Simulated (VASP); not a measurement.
# Nb (Fm-3m) in VASP: notebook

Aim: see how the results for Nb move with the level of theory and the settings. Levels: PBE, HSE06. Tasks: single point.

All numbers are computed with VASP 6.6.1; they aren't measurements. Logs are shortened: lines on timing, memory, paths and dates and some standing lists are left out, and cuts for length are marked.

### Step 1. Starting point

Symmetry: Fm-3m, No. 225, cubic system. Conventional cell: a = 4.158 Å, b = 4.158 Å, c = 4.158 Å, α = 90.00°, β = 90.00°, γ = 90.00°. Around Nb (site symmetry m-3m) lie 12 Nb at 2.94 Å.

The cell was built by a generator and needn't be a form met in nature.

### Step 2. Single point, PBE

INCAR

```
SYSTEM = Nb
ALGO = Normal ; EDIFF = 1E-6
ENCUT = 520 ; GGA = PE
ISIF = 2 ; ISMEAR = 0
LASPH = .TRUE. ; LCHARG = .TRUE.
LELF = .TRUE. ; LREAL = .FALSE.
LVHAR = .TRUE. ; LWAVE = .FALSE.
NBANDS = 12 ; NELM = 100
PREC = Accurate ; SIGMA = 0.05
```

KPOINTS

```
k-points
0
G
  8 8 8
  0 0 0
```

POSCAR

```
Nb
1.0
    0.0000000000      2.0788697323      2.0788697323
    2.0788697323      0.0000000000      2.0788697323
    2.0788697323      2.0788697323      0.0000000000
Nb
1
Direct
    0.0000000000      0.0000000000      0.0000000000
```

Potentials or basis: VASP PAW PBE potentials, release 64 (Nb_sv).

Launch:

```bash
cat potpaw_PBE.64/Nb_sv/POTCAR > POTCAR
mpirun -np 1 vasp_std > vasp.out
```

OUTCAR:

```text
SYSTEM = Nb
   EDIFF = 1E-6
   ENCUT = 520
   GGA = PE
   ISIF = 2
   ISMEAR = 0
   LASPH = .TRUE.
   LREAL = .FALSE.
   NELM = 100
   PREC = Accurate

 ion  position               nearest neighbor table
   1  0.000  0.000  0.000-

  LATTYP: Found a face centered cubic cell.
 ALAT       =     4.1577394646

  Lattice vectors:

 A1 = (   0.0000000000,   2.0788697323,   2.0788697323)
 A2 = (   2.0788697323,   0.0000000000,   2.0788697323)
 A3 = (   2.0788697323,   2.0788697323,   0.0000000000)

Analysis of symmetry for initial positions (statically):
=====================================================================
 Subroutine PRICEL returns:
 Original cell was already a primitive cell.

 Routine SETGRP: Setting up the symmetry group for a
 face centered cubic supercell.

 Subroutine GETGRP returns: Found 48 space group operations
 (whereof 48 operations were pure point group operations)
 out of a pool of 48 trial point group operations.

The static configuration has the point symmetry O_h .

Analysis of symmetry for dynamics (positions and initial velocities):
=====================================================================
 Subroutine PRICEL returns:
 Original cell was already a primitive cell.

 Routine SETGRP: Setting up the symmetry group for a
 face centered cubic supercell.

 Subroutine GETGRP returns: Found 48 space group operations
 (whereof 48 operations were pure point group operations)
 out of a pool of 48 trial point group operations.

The dynamic configuration has the point symmetry O_h .

 Subroutine INISYM returns: Found 48 space group operations
 (whereof 48 operations are pure point group operations),
 and found     1 'primitive' translations

----------------------------------------------------------------------------------------

                                     Primitive cell

  volume of cell :      17.9685

  direct lattice vectors                    reciprocal lattice vectors
     0.000000000  2.078869732  2.078869732    -0.240515311  0.240515311  0.240515311
     2.078869732  0.000000000  2.078869732     0.240515311 -0.240515311  0.240515311
     2.078869732  2.078869732  0.000000000     0.240515311  0.240515311 -0.240515311

  length of vectors
     2.939965770  2.939965770  2.939965770     0.416584738  0.416584738  0.416584738

  position of ions in fractional coordinates (direct lattice)
     0.000000000  0.000000000  0.000000000

  ion indices of the primitive-cell ions
   primitive index   ion index
                 1           1

----------------------------------------------------------------------------------------

 KPOINTS: k-points

Automatic generation of k-mesh.
 Grid dimensions read from file:
 generate k-points for:    8    8    8

 Generating k-lattice:

  Cartesian coordinates                     Fractional coordinates (reciprocal lattice)
    -0.030064414  0.030064414  0.030064414     0.125000000  0.000000000  0.000000000
     0.030064414 -0.030064414  0.030064414     0.000000000  0.125000000  0.000000000
     0.030064414  0.030064414 -0.030064414     0.000000000  0.000000000  0.125000000

  Length of vectors
     0.052073092  0.052073092  0.052073092

  Shift w.r.t. Gamma in fractional coordinates (k-lattice)
     0.000000000  0.000000000  0.000000000

 Subroutine IBZKPT returns following result:
 ===========================================

 Found     29 irreducible k-points:

 Following reciprocal coordinates:
            Coordinates               Weight
  0.000000  0.000000  0.000000      1.000000
  0.125000  0.000000  0.000000      8.000000
  0.250000  0.000000  0.000000      8.000000
  0.375000  0.000000  0.000000      8.000000
  0.500000  0.000000  0.000000      4.000000
  0.125000  0.125000  0.000000      6.000000
[... 16 lines left out ...]
  0.500000  0.250000  0.125000     48.000000
 -0.375000  0.250000  0.125000     24.000000
 [... further k-points ...]
   k-points           NKPTS =     29   k-points in BZ     NKDIM =     29   number of bands    NBANDS=     12
   number of dos      NEDOS =    301   number of ions     NIONS =      1
   total plane-waves  NPLWV =  13824
   dimension x,y,z NGX =    24 NGY =   24 NGZ =   24
   dimension x,y,z NGXF=    48 NGYF=   48 NGZF=   48
   ions per type =               1
   NGX,Y,Z   is equivalent  to a cutoff of  13.57, 13.57, 13.57 a.u.
   NGXF,Y,Z  is equivalent  to a cutoff of  27.14, 27.14, 27.14 a.u.
 SYSTEM =  Nb
   PREC   = accura    normal or accurate (medium, high low for compatibility)
   ISTART =      0    job   : 0-new  1-cont  2-samecut
   ICHARG =      2    charge: 1-file 2-atom 10-const
   ISPIN  =      1    spin polarized calculation?
   LNONCOLLINEAR =      F non collinear calculations
   LSORBIT =      F    spin-orbit coupling
   LASPH  =      T    aspherical Exc in radial PAW
   ENCUT  =  520.0 eV  38.22 Ry    6.18 a.u.   5.47  5.47  5.47*2*pi/ulx,y,z
   NELM   =    100;   NELMIN=  2; NELMDL= -5     # of ELM steps
   EDIFF  = 0.1E-05   stopping-criterion for ELM
   LREAL  =      F    real-space projection
   EDIFFG = 0.1E-04   stopping-criterion for IOM
   NSW    =      0    number of steps for IOM
   IBRION =     -1    ionic relax: 0-MD 1-quasi-New 2-CG
   NFREE  =      0    steps in history (QN), initial steepest desc. (CG)
   ISIF   =      2    stress and relaxation
   ISYM   =      2    0-nonsym 1-usesym 2-fastsym
   POTIM  = 0.5000    time-step for ionic-motion
   TEBEG  =    0.0;   TEEND  =   0.0 temperature during run
   PSTRESS=    0.0 pullay stress
   NELECT =      13.0000    total number of electrons
   NUPDOWN=      -1.0000    fix difference up-down
   EMIN   =  10.00;   EMAX   =-10.00  energy-range for DOS
   EFERMI =   0.00;   METHOD = LEGACY
   ISMEAR =     0;   SIGMA  =   0.05  broadening in eV -4-tet -1-fermi 0-gaus
   EFERMI_NEDOS =   21; number of points for ismear=-14 and -15
   IALGO  =     38    algorithm
   IMIX   =      4    mixing-type and parameters
     AMIX     =   0.40;   BMIX     =  1.00
     AMIX_MAG =   1.60;   BMIX_MAG =  1.00
  volume/ion in A,a.u.               =      17.97       121.26
  Fermi-wavevector in a.u.,A,eV,Ry     =   1.469666  2.777266 29.387474  2.159918
  Thomas-Fermi vector in A             =   2.585016
   LORBIT       =      0    0 simple, 1 ext, 2 COOP (PROOUT), +10 PAW based schemes
   GGA     = PE    functional components
   LHFCALC =     F    Hartree Fock is set to
   AEXX    =    0.0000 exact exchange contribution
   IVDW    =     0    specifies the selected vdW correction
   LEPSILON=     F    determine dielectric tensor
   LRPA    =     F    only Hartree local field effects (RPA)
 non-spin polarized calculation
 Gauss-broadening in eV      SIGMA  =   0.05
  energy-cutoff  :      520.00
  volume of cell :       17.97
 maximum number of plane-waves:       531
 NGX is ok and might be reduce to    24
   NGX = 11   NGY = 11   NGZ = 11

 number of electron      13.0000000 magnetization

 Free energy of the ion-electron system (eV)
  ---------------------------------------------------
  ext. energy  EPLUGINS =         0.00000000
  ---------------------------------------------------
  free energy    TOTEN  =        -9.86911923 eV

  energy without entropy =       -9.86654865  energy(sigma->0) =       -9.86783394

 E-fermi :  11.5874     XC(G=0): -12.5126

 val. band max:       11.5672531014   @ k =  -0.2500   0.1250   0.0000
 cond. band min:      11.5955481144   @ k =   0.5000   0.2500   0.0000
 fundamental gap:      0.0282950131
 Fermi energy:        11.5874317073

 k-point     1 :       0.0000    0.0000    0.0000
  band No.  band energies     occupation
      1     -43.1444      2.00000
      2     -18.4474      2.00000
      3     -18.4474      2.00000
      4     -18.4474      2.00000
      5       5.2578      2.00000
      6      11.6674      0.02373
      7      11.6674      0.02373
      8      11.6674      0.02373
      9      14.4237      0.00000
     10      14.4237      0.00000
     11      23.4522      0.00000
     12      28.4193      0.00000

 k-point     2 :       0.1250    0.0000    0.0000
  band No.  band energies     occupation
      1     -43.1112      2.00000
      2     -18.6604      2.00000
      3     -18.4735      2.00000
      4     -18.4735      2.00000
      5       5.8456      2.00000
      6      11.2488      2.00000
      7      11.9155      0.00000
      8      11.9155      0.00000
      9      14.2217      0.00000
     10      14.2217      0.00000
     11      24.5709      0.00000
     12      26.6204      0.00000

 k-point     3 :       0.2500    0.0000    0.0000
  band No.  band energies     occupation
      1     -43.0301      2.00000
      2     -19.1547      2.00000
      3     -18.5360      2.00000
      4     -18.5360      2.00000
      5       7.1075      2.00000
      6      10.8628      2.00000
      7      12.0535      0.00000
      8      12.0535      0.00000
      9      14.4809      0.00000
     10      14.4809      0.00000
     11      24.0039      0.00000
     12      27.1259      0.00000
[... 286 lines left out ...]
 k-point    23 :       0.5000    0.2500    0.1250
  band No.  band energies     occupation
      1     -42.9029      2.00000
      2     -19.5190      2.00000
      3     -18.9415      2.00000
      4     -18.6964      2.00000
      5       8.8596      2.00000
      6      10.0999      2.00000
      7      10.7780      2.00000
      8      13.1007      0.00000
      9      15.2657      0.00000
     10      18.1002      0.00000
     11      23.6714      0.00000
     12      26.5562      0.00000

 k-point    24 :      -0.3750    0.2500    0.1250
  band No.  band energies     occupation
      1     -42.8751      2.00000
      2     -19.6264      2.00000
      3     -18.9885      2.00000
      4     -18.7380      2.00000
      5       8.9045      2.00000
      6       9.8575      2.00000
      7      11.5037      1.98207
      8      12.7967      0.00000
      9      16.1255      0.00000
     10      19.2785      0.00000
     11      21.7023      0.00000
     12      26.0483      0.00000

 [... further k-points ...]

------------------------ aborting loop because EDIFF is reached ----------------------------------------

  FORCE on cell =-STRESS in cart. coord.  units (eV):
  Direction    XX          YY          ZZ          XY          YZ          ZX
  --------------------------------------------------------------------------------------
  -------------------------------------------------------------------------------------
  Total        0.7642002      0.7642002      0.7642002      0.0000000      0.0000000     -0.0000000
  in kB       68.1405955     68.1405955     68.1405955      0.0000000      0.0000000     -0.0000000
  external PRESSURE =      68.1405955 kB  Pullay stress =       0.0000000 kB

 VOLUME and BASIS-vectors are now :
 -----------------------------------------------------------------------------
  energy-cutoff  :      520.00
  volume of cell :       17.97
      direct lattice vectors                 reciprocal lattice vectors
     0.000000000  2.078869732  2.078869732    -0.240515311  0.240515311  0.240515311
     2.078869732  0.000000000  2.078869732     0.240515311 -0.240515311  0.240515311
     2.078869732  2.078869732  0.000000000     0.240515311  0.240515311 -0.240515311

 POSITION                                       TOTAL-FORCE (eV/Angst)
 -----------------------------------------------------------------------------------
      0.00000      0.00000      0.00000        -0.000000      0.000000      0.000000
 -----------------------------------------------------------------------------------
    total drift:                                0.000000      0.000000     -0.000000

  FREE ENERGIE OF THE ION-ELECTRON SYSTEM (eV)
  ---------------------------------------------------
  free  energy   TOTEN  =        -9.8691192292 eV

  energy  without entropy=       -9.8665486480  energy(sigma->0) =       -9.86783394
```

It took 3.9 s on 1 thread of Intel Xeon Platinum 8559C (Emerald Rapids), shared host; peak memory 0.13 GiB.

Results:

- Free energy: -9.8691 eV
- Pressure: 6.8 GPa
- Band gap on the k mesh: none (metal or under the smearing width)

### Step 3. Single point, HSE06

This run uses another cell than the first one, of 18.48 Å³/atom, 1.028 times its volume.

POSCAR

```
Nb
1.0
    0.0000000000      2.0983398371      2.0983398371
    2.0983398371      0.0000000000      2.0983398371
    2.0983398371      2.0983398371      0.0000000000
Nb
1
Direct
    0.0000000000      0.0000000000      0.0000000000
```

INCAR.step1

```
  ALGO = Normal
  EDIFF = 1E-5
  ENCUT = 520
  GGA = PE
  ISIF = 2
  ISMEAR = 0
  LASPH = T
  LCHARG = F
  LREAL = F
  LWAVE = T
  NBANDS = 12
  NELM = 100
  PREC = Accurate
  SIGMA = 0.05
```

INCAR.step2

```
  ALGO = Normal
  EDIFF = 1E-6
  ENCUT = 520
  GGA = PE
  HFSCREEN = 0.2079
  ISIF = 2
  ISMEAR = 0
  ISTART = 1
  LASPH = T
  LCHARG = F
  LHFCALC = T
  LREAL = F
  LWAVE = F
  NBANDS = 12
  NELM = 100
  PREC = Accurate
  PRECFOCK = Normal
  SIGMA = 0.05
```

KPOINTS

```
k-points
0
Gamma
  8 8 8
```

Potentials or basis: VASP PAW PBE potentials, release 64 (Nb_sv).

Launch:

```bash
cat potpaw_PBE.64/Nb_sv/POTCAR > POTCAR
cp INCAR.step1 INCAR
mpirun -np 1 vasp_std > vasp.out
cp INCAR.step2 INCAR
mpirun -np 1 vasp_std > vasp.out
```

Run time: 30 min. Hardware: 1 thread of Intel Xeon Platinum 8559C (Emerald Rapids), shared host; peak memory 0.26 GiB.

It converged, with:

```yaml
Free_energy: -11.4753 eV
Pressure: -0.1 GPa
Band_gap_on_the_k_mesh: none (metal or under the smearing width)
```

Levels at points of the mesh, in eV from the Fermi level:
| k point | band 3 | band 4 | band 5 | band 6 | band 7 | band 8 | band 9 | band 10 |
| --- | --- | --- | --- | --- | --- | --- | --- | --- |
| (0.00, 0.00, 0.00) | -32.68 | -32.68 | -7.42 | 0.26 | 0.26 | 0.26 | 3.47 | 3.47 |
| (0.50, 0.00, 0.00) | -32.85 | -32.85 | -4.69 | 0.12 | 0.12 | 1.12 | 5.45 | 5.45 |
| (0.50, 0.50, 0.00) | -33.15 | -33.15 | -4.83 | -4.15 | 3.75 | 5.59 | 6.00 | 6.00 |

Caveat: the PAW data sets were made with another functional, which shifts forces and pressure a little.

### Step 4. Single point, PBE

This run uses another cell than the first one, of 18.72 Å³/atom, 1.042 times its volume.

INCAR

```
PREC = Accurate
ENCUT = 520
EDIFF = 1E-6
ISMEAR = 0
SIGMA = 0.05
LREAL = False
LASPH = True
NELM = 100
ALGO = Fast
ISIF = 2
LWAVE = False
LCHARG = True
GGA = PE
LELF = True
LVHAR = True
NBANDS = 12
```

KPOINTS

```
Automatic mesh
0
Gamma
  8 8 8
```

POSCAR

```
Nb
1.0
    0.0000000000      2.1075906971      2.1075906971
    2.1075906971      0.0000000000      2.1075906971
    2.1075906971      2.1075906971      0.0000000000
Nb
1
Direct
    0.0000000000      0.0000000000      0.0000000000
```

Launch:

```bash
cat potpaw_PBE.64/Nb_sv/POTCAR > POTCAR
mpirun -np 1 vasp_std > vasp.out
```

Wall time 6.3 s (1 thread of Intel Xeon Platinum 8559C (Emerald Rapids), shared host); peak memory 0.13 GiB.

The run converged. Its results:

```yaml
Free_energy: -9.8846 eV
Pressure: -0.3 GPa
Band_gap_on_the_k_mesh: none (metal or under the smearing width)
```

Levels at points of the mesh, in eV from the Fermi level:
```
           k point  band 3  band 4  band 5  band 6  band 7  band 8  band 9  band 10
(0.00, 0.00, 0.00)  -30.17  -30.17   -6.24    0.10    0.10    0.10    2.71     2.71
(0.50, 0.00, 0.00)  -30.32  -30.32   -3.84   -0.08   -0.08    1.37    4.67     4.67
(0.50, 0.50, 0.00)  -30.59  -30.59   -4.07   -3.33    3.59    4.66    5.24     5.24
```

### Step 5. Summary

| level | cell | exchange at q = 0 | grid for exact exchange (PRECFOCK) | screening parameter | gap on the mesh (eV) | pressure (GPa) |
| --- | --- | --- | --- | --- | --- | --- |
| PBE | Fm-3m, 17.97 Å³/atom | - | - | - | none | 6.8 |
| HSE06 | Fm-3m, 18.48 Å³/atom | truncated | Normal | 0.2079 1/A | none | -0.1 |
| PBE | Fm-3m, 18.72 Å³/atom | - | - | - | none | -0.3 |

Alike in all rows: task single point; potentials or basis VASP PAW PBE potentials, release 64 (Nb_sv); no spin polarisation; k mesh 8 × 8 × 8; cutoff (eV) 520; smearing gaussian 0.05 eV.

Every run on the cell as given and a fine mesh finds a metal. The pressure there spans -0.3 GPa (PBE) to 6.8 GPa (PBE); a positive pressure means that this level wants a larger cell, a negative one a smaller.

Caveats: the PAW data sets were made with another functional, which shifts forces and pressure a little (some runs).

Total energies depend on the potentials used, so only differences within one code and one set of settings carry meaning.
